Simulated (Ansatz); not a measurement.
Rocksalt KBr, relaxed with r2SCAN in Ansatz. It is cubic, Fm-3m (No. 225); conventional cell a = 6.604 Å, 36.01 Å³ an atom. K is surrounded by 6 Br at 3.30 Å; Br is surrounded by 6 K at 3.30 Å.

The axes x, y and z are those of this cell:
```
K Br
1.0
     0.00000    3.30225    3.30225
     3.30225    0.00000    3.30225
     3.30225    3.30225    0.00000
K Br
1 1
Direct
  0.00000 0.00000 0.00000
  0.50000 0.50000 0.50000
```

Unstrained: PBE gives a direct gap of 4.430 eV at Γ. With r2SCAN the gap is 5.071 eV and direct, at Γ. With HSE06 the gap is 5.596 eV and direct, at Γ. Meshes: PBE 6×6×6, r2SCAN 6×6×6, HSE06 4×4×4. Strains are changes of length per length, and xy shears are angles. After each strain the atoms were relaxed again with r2SCAN in this cell and within any symmetry left, so distortions that break it or need a larger cell weren't tested; points keep the names that they have in the unstrained zone. Spin-unpolarised throughout; all numbers are computed.

Task: Estimate what xy shear, engineering strain (angle) +3.0 % does to the gap.

Result: PBE: the gap goes from 4.430 to 4.393 eV (-0.037 eV); with r2SCAN the top three valence levels at Γ, degenerate before, become 1+1+1 from the top over 67 meV. r2SCAN: the gap goes from 5.071 to 5.034 eV (-0.037 eV). HSE06: the gap goes from 5.596 to 5.558 eV (-0.038 eV). The r2SCAN energy rises by 0.5 meV an atom.

Task: Apply uniaxial -0.5 % along x, other directions held. How far does the gap move, against the unstrained cell?

Result: PBE: the gap goes from 4.430 to 4.442 eV (+0.012 eV). r2SCAN: the gap goes from 5.071 to 5.084 eV (+0.012 eV). HSE06: the gap goes from 5.596 to 5.610 eV (+0.013 eV). The r2SCAN energy rises by 0.2 meV an atom.

Task: Apply epitaxial +0.5 % in the xy plane, free normal strain -0.03 %. How far does the gap move, against the unstrained cell?

Result: PBE: the gap goes from 4.430 to 4.403 eV (-0.027 eV). r2SCAN: the gap goes from 5.071 to 5.042 eV (-0.029 eV). HSE06: the gap goes from 5.596 to 5.567 eV (-0.029 eV). The r2SCAN energy rises by 0.2 meV an atom.

Task: Estimate what uniaxial +0.5 % along [111], other directions held does to the gap.

Result: PBE: the gap goes from 4.430 to 4.413 eV (-0.017 eV); with r2SCAN the top three valence levels at Γ, degenerate before, become 2+1 from the top over 11 meV. r2SCAN: the gap goes from 5.071 to 5.053 eV (-0.018 eV). HSE06: the gap goes from 5.596 to 5.578 eV (-0.018 eV). The r2SCAN energy rises by 0.0 meV an atom.

Task: One strain changed the r2SCAN stress by xx +3.61, yy +3.61, zz +3.61 GPa (compression positive) and the gap by +0.455 eV (PBE), +0.489 eV (r2SCAN), +0.495 eV (HSE06). Which kind of strain was it, and roughly how large?

Result: Isotropic -5.0 % on every length. The pattern of the stress gives the kind; the size needs the stiffness, so it is an estimate.

The runs are scalar-relativistic, without spin-orbit coupling.

The meshes of the hybrids are coarse, so their gaps aren't converged to the digits shown.

The splittings at Γ are without spin-orbit coupling, which is tenths of an eV in such compounds, regroups them and changes the shifts of the gap.
